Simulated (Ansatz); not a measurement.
PbO (WC-type structure)

Level of theory: DFT, r²SCAN, scalar-relativistic, no spin polarisation; plane waves to 500 eV with PAW datasets (Ansatz 0.2.0), Γ-centred 12×12×10 mesh, 0.05 eV Gaussian smearing; PAW files: Ansatz's generated set soft_2.

```
Pb O
1.0
     3.52608    0.00000    0.00000
    -1.76304    3.05367    0.00000
     0.00000    0.00000    3.26706
Pb O
1 1
Direct
  0.00000 0.00000 0.00000
  0.66667 0.33333 0.50000
```

The start was a prototype's sites filled with these elements. The Crystallography Open Database lists the compound in space groups Pbcm, P4/nmm, so this is a trial structure.

The cell has space group P-6m2 (read at 0.01 Å). In it the stress is -0.02, -0.02, -0.02, 0.00, 0.00, 0.00 GPa and the largest force component 0.000 eV/Å. Each change below starts from this cell, without further relaxation. Stress is in GPa, positive in compression, in the order xx, yy, zz, yz, xz, xy; energies are counted from the cell above.

Problem. What happens when atom 2 (O) is moved by 0.08 Å along z?

Solution. The energy changes by -8.4 meV per cell, and the force on it along the shift is 0.205 eV/Å (−F/u = -2.56 eV/Å²). Stress: 0.02, 0.02, 0.35, 0.00, 0.00, 0.00. The gap on the mesh goes from 0.26 eV to 0.30 eV.
| atom | Fx (eV/Å) | Fy | Fz |
| --- | --- | --- | --- |
| Pb1 | 0.000 | 0.000 | -0.205 |
| O2 | 0.000 | 0.000 | 0.205 |

Problem. What stress follows from an engineering strain of -1 % in xy, atoms carried along?

Solution. -0.02, -0.01, -0.02, 0.00, 0.00, 0.07 GPa; the energy changes by 0.1 meV per cell.
```
atom  Fx (eV/Å)     Fy     Fz
 Pb1      0.017  0.000  0.000
  O2     -0.017  0.000  0.000
```
The change of the stress over the strain gives a clamped-atom stiffness of about 7.1 GPa for this component.

Problem. All atoms and the cell are disturbed at random:
```
CELL_PARAMETERS angstrom
3.46432 0.00049 -0.00134
-1.73174 3.09042 -0.02158
-0.00124 -0.02380 3.27269
ATOMIC_POSITIONS crystal
Pb 0.96638 0.97741 0.98919
O 0.70029 0.35592 0.51081
```
Give the energy change, the stress and the forces.

Solution. 32.2 meV per cell; stress 2.21, -0.24, 1.12, 0.53, 0.09, 0.72 GPa. The gap on the mesh goes from 0.26 eV to 0.34 eV.
```
atom  Fx (eV/Å)      Fy      Fz
 Pb1      0.229   0.232  -0.147
  O2     -0.229  -0.232   0.147
```

For elements this heavy, spin–orbit coupling would shift levels and gaps; it isn't included here. A displaced or strained copy of the relaxed cell lay 4.2 meV/atom lower, so the structure isn't a true minimum at this level.
